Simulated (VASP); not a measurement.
Here is a VASP 6.6.1 calculation.

INCAR

```
SYSTEM = TePb
  ALGO = Normal
  EDIFF = 1E-6
  ENCUT = 520
  GGA = PE
  ISIF = 2
  ISMEAR = 0
  LASPH = .True.
  LCHARG = .False.
  LREAL = .False.
  LWAVE = .False.
  NBANDS = 17
  NELM = 80
  PREC = Accurate
  SIGMA = 0.013000000000000001
```

Contents of KPOINTS:

```
k-points
0
Gamma
  7 7 7
  0 0 0
```

POSCAR

```
TePb
1.0
    0.0000000000      3.2310000000      3.2310000000
    3.2310000000      0.0000000000      3.2310000000
    3.2310000000      3.2310000000      0.0000000000
Pb Te
1 1
Direct
    0.0000000000      0.0000000000      0.0000000000
    0.5000000000      0.5000000000      0.5000000000
```

Potentials or basis: VASP PAW PBE potentials, release 64 (Pb_d, Te).

The run is started by

```sh
$ cat potpaw_PBE.64/Pb_d/POTCAR potpaw_PBE.64/Te/POTCAR > POTCAR
$ mpirun -np 1 vasp_std > vasp.out
```

(1) Predict the pressure.

Results:

(1) 2.1 GPa.
